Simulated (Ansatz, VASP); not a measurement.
SnSe2: VASP beside Ansatz

```
CELL_PARAMETERS angstrom
3.81100 0.00000 0.00000
-1.90550 3.30042 0.00000
0.00000 0.00000 6.01426
ATOMIC_POSITIONS crystal
Sn 0.00000 0.00000 0.00000
Se 0.33333 0.66667 0.25000
Se 0.66667 0.33333 0.75000
```

Change from the starting cell: strain -0.0200 x Voigt [0, 0, 1, 0, 0, 0], atoms carried along.

Alike in both runs: task single point; functional r2SCAN; k mesh 9 × 9 × 6; occupations gaussian, width 0.05 eV; no spin polarisation.

|  | VASP | Ansatz |
| --- | --- | --- |
| version | VASP 6.6.1 | Ansatz 0.2.0 |
| potentials or method | VASP PAW PBE potentials, release 64 (Sn_d, Se) | scalar-relativistic, plane waves, PAW |
| plane-wave cutoff (eV) | 520 | 500 |
| valence electrons in the cell | 26 | 46 |

VASP gave:

- gap on the k mesh at the Fermi level (eV): 0.92
- least direct gap on the mesh (eV): 1.39
- pressure (GPa): 5.0
- largest component of the traceless stress (GPa): 1.67
- rms of the force components (eV/Å): 0.366

Question: Estimate Ansatz's values.

Answer: gap on the k mesh at the Fermi level (eV): 0.92; least direct gap on the mesh (eV): 1.40; pressure (GPa): 5.0; largest component of the traceless stress (GPa): 1.67; rms of the force components (eV/Å): 0.358.

Atom by atom the forces differ by 0.008 eV/Å (rms over components). The two sets of potentials don't hold the same shells in valence.

Caveats: the PAW data sets were made with another functional, which shifts forces and pressure a little (VASP); spin-orbit coupling is left out, which moves the levels of the heavy elements; an odd mesh through Γ misses points on the zone boundary, where band edges often lie; the cell's inner coordinates are idealised or old, which leaves forces on the atoms.
